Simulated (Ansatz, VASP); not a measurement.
B: VASP beside Ansatz

```xyz
10
Lattice="2.9692 0.0000 0.0000 -1.4846 2.5714 0.0000 0.0000 0.0000 9.1075" Properties=species:S:1:pos:R:3 pbc="T T T"
B     0.0000    1.7143    5.1158
B     1.4846    0.8571    0.5620
B     0.0000    0.0000    6.8307
B     0.0000    1.7143    8.5456
B     0.0000    0.0000    2.2769
B     1.4846    0.8571    3.9918
B     0.0000    1.7143    6.8307
B     0.0000    0.0000    4.5538
B     1.4846    0.8571    2.2769
B     0.0000    0.0000    0.0000
```

Alike in both runs: functional PBE; k mesh 6 × 6 × 2; occupations gaussian, width 0.1 eV; no spin polarisation.

Ansatz relaxed the structure, and its values are those at the end. VASP's run is a single point on that final structure, the one shown.

|  | VASP | Ansatz |
| --- | --- | --- |
| version | VASP 6.6.1 | Ansatz 0.2.0 |
| potentials or method | VASP PAW PBE potentials, release 64 (B) | scalar-relativistic, plane waves, PAW |
| plane-wave cutoff (eV) | 520 | 420 |
| valence electrons in the cell | 30 | 30 |

```csv
,VASP,Ansatz,Ansatz less VASP
gap on the k mesh at the Fermi level (eV),none,none,-
pressure (GPa),-0.2,-0.2,-0.01
rms of the force components (eV/Å),0.013,0.013,-0.0002
```

A gap of «none» marks a metal or a gap that the smearing closes.

Caveats: the k mesh is coarse (spacing up to 0.41 Å⁻¹), so the values aren't converged.
